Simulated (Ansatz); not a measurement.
Set up this calculation in Ansatz 0.2.0, as the native input.

```yaml
Task: single point
Functional: PBE
Potentials_or_basis: Ansatz PAW
Cutoff: 500 eV
Density_cutoff: 2000 eV
k_mesh: 7 × 7 × 7
Occupations: fermi-dirac, width 0.05 eV
Spin: no spin polarisation
```

BaTiO3:

```
CELL_PARAMETERS angstrom
4.00730 0.00000 0.00000
0.00000 4.00730 0.00000
0.00000 0.00000 4.00730
ATOMIC_POSITIONS crystal
Ba 0.50903 0.45529 0.50668
Ti 0.94374 0.06998 0.95431
O 0.52053 0.00683 0.05543
O 0.01265 0.49197 0.05272
O 0.01405 0.97593 0.43085
```

One way to write it, as run:

input.yaml

```yaml
crystal:
  lattice:
    - [4.0073, 0.0, 0.0]
    - [0.0, 4.0073, 0.0]
    - [0.0, 0.0, 4.0073]
  atoms:
    - { symbol: Ba, position: [0.50902945, 0.45529112, 0.50667874] }
    - { symbol: Ti, position: [0.9437351, 0.06997977, 0.9543125] }
    - { symbol: O, position: [0.52053492, 0.00683198, 0.05543194] }
    - { symbol: O, position: [0.01264702, 0.49196782, 0.05272359] }
    - { symbol: O, position: [0.01405351, 0.97592931, 0.43085324] }
hamiltonian:
  xc: pbe
  pseudopotentials: { kind: paw }
kpoints:
  mp_grid: { grid: [7, 7, 7] }
scf:
  occupations: { method: fermi_dirac, width: 0.05 }
basis:
  ecutwfc: "500 eV"
output:
  forces: true
  stress: true
  eigenvalues: true
```

Potentials or basis: Ansatz PAW.

Run with:

```bash
$ ansatz run input.yaml --threads 2 --pin off --max-ram 5632MiB --backend cpu --events-out ev --progress --plain --runs-dir out
```

It gave:

```json
{"Pressure": "12.0 GPa", "Largest force": "4.301 eV/Å", "Band gap on the k mesh": "2.80 eV, indirect (least direct gap 2.98 eV)"}
```

Caveat: odd divisions of the mesh miss points on the zone boundary, where band edges often lie, so the gap on the mesh can be too wide; spin-orbit coupling is left out, which moves the levels of the heavy elements; forces of over 1 eV/Å show positions far from the minimum, so gaps and moduli don't describe the material at rest.

Run time: 17 s on 2 threads of Arm Neoverse V1, on a shared host, peak memory 0.54 GiB.
